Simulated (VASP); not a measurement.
**SnTe: relaxation of cell and atoms with PBE**

SnTe:

```
Sn Te
1.0
     0.00000    3.15085    3.15085
     3.15085    0.00000    3.15085
     3.15085    3.15085    0.00000
Sn Te
1 1
Direct
  0.00000 0.00000 0.00000
  0.50000 0.50000 0.50000
```

* Program: VASP 6.6.1
* Task: relaxation of cell and atoms
* Functional: PBE
* Potentials or basis: VASP PAW PBE potentials, release 64 (Sn_d, Te)
* Cutoff: 700 eV
* k mesh: 8 × 8 × 8
* Occupations: gaussian, width 0.02 eV
* Spin: no spin polarisation
* Further INCAR settings: ALGO = Fast; EDIFF = 1e-07; IBRION = 2; EDIFFG = -0.002; NSW = 80; ISIF = 3

| Property | Result |
| --- | --- |
| Relaxed volume | 32.96 Å³/atom |
| Relaxed cell | a = 4.535 Å, b = 4.535 Å, c = 4.535 Å, α = 60.00°, β = 60.00°, γ = 60.00° |
| Space group after relaxing (to 0.05 Å) | Fm-3m (No. 225) |
| Energy gained by relaxing | 11.3 meV/atom |
| Ionic steps | 6 |
| Pressure after relaxing | 0.0 GPa |
| Band gap on the k mesh | 0.05 eV, direct |

Step by step:
| step | energy change (eV) | largest force (eV/Å) | pressure (GPa) | volume (Å³) |
| --- | --- | --- | --- | --- |
| 1 | 0.0000 | 0.0000 | 2.28 | 62.56 |
| 2 | -0.0216 | 0.0000 | -0.45 | 66.69 |
| 3 | -0.0227 | 0.0000 | 0.02 | 65.89 |
| 4 | -0.0227 | 0.0000 | -0.02 | 65.96 |
| 5 | -0.0227 | 0.0000 | 0.01 | 65.91 |
| 6 | -0.0227 | 0.0000 | 0.00 | 65.93 |

Final structure:
```yaml
crystal:
  lattice:
    - [0.00000, 3.20640, 3.20640]
    - [3.20640, 0.00000, 3.20640]
    - [3.20640, 3.20640, 0.00000]
  atoms:
    - { symbol: Sn, position: [0.00000, 0.00000, 0.00000] }
    - { symbol: Te, position: [0.50000, 0.50000, 0.50000] }
```

Levels at points of the mesh, in eV from the valence-band top:
```
           k point  band 8  band 9  band 10  band 11  band 12  band 13
(0.00, 0.00, 0.00)   -1.99   -1.99    -1.99     3.25     3.25     3.25
(0.50, 0.00, 0.00)   -1.67   -1.67     0.00     0.05     0.45     0.45
(0.50, 0.50, 0.00)   -5.20   -3.48    -3.48     2.39     4.68     4.68
```

Run time: 3 min on 1 thread of Intel(R) Xeon(R) Platinum 8259CL CPU @ 2.50GHz (Skylake/Cascade Lake), with other jobs on the host, peak memory 0.27 GiB.

Caveat: spin-orbit coupling is left out, which moves the levels of the heavy elements. A k mesh can miss the band edges.
